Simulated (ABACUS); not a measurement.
The system is NaCl.

```
Cl Na
1.0
     0.00000    2.79406    2.79406
     2.79406    0.00000    2.79406
     2.79406    2.79406    0.00000
Cl Na
1 1
Direct
  0.50000 0.50000 0.50000
  0.00000 0.00000 0.00000
```

The cell is a database's computed one.

```yaml
Program: ABACUS 3.10.1
Task: relaxation of cell and atoms
Functional: revTPSS
Potentials_or_basis: SG15 ONCV 1.2 PBE
Cutoff: 1401 eV
Density_cutoff: 5606 eV
Basis: plane waves
k_mesh: 5 × 5 × 5
Occupations: fermi-dirac, width 0.05 eV
Spin: no spin polarisation
```

At the start: pressure 1.1 GPa; volume 21.81 Å³/atom.

Task: Where does the relaxation end?

Result: Over 3 steps the energy falls by 3.0 meV/atom and the volume is 22.71 Å³/atom (+4.1 %); space group Fm-3m (No. 225, to 0.05 Å).

Step by step:
```tsv
step	energy change (eV)	largest force (eV/Å)	pressure (GPa)	volume (Å³)
1	0.0000	0.0000	1.11	43.63
2	-0.0048	0.0000	0.45	44.62
3	-0.0060	0.0000	0.00	45.42
```

Final structure:
```xyz
2
Lattice="0.0000 2.8319 2.8319 2.8319 0.0000 2.8319 2.8319 2.8319 0.0000" Properties=species:S:1:pos:R:3 pbc="T T T"
Cl    2.8319    2.8319    2.8319
Na    0.0000    0.0000    0.0000
```

Caveat: the potentials were made for another functional, which shifts forces and pressure.
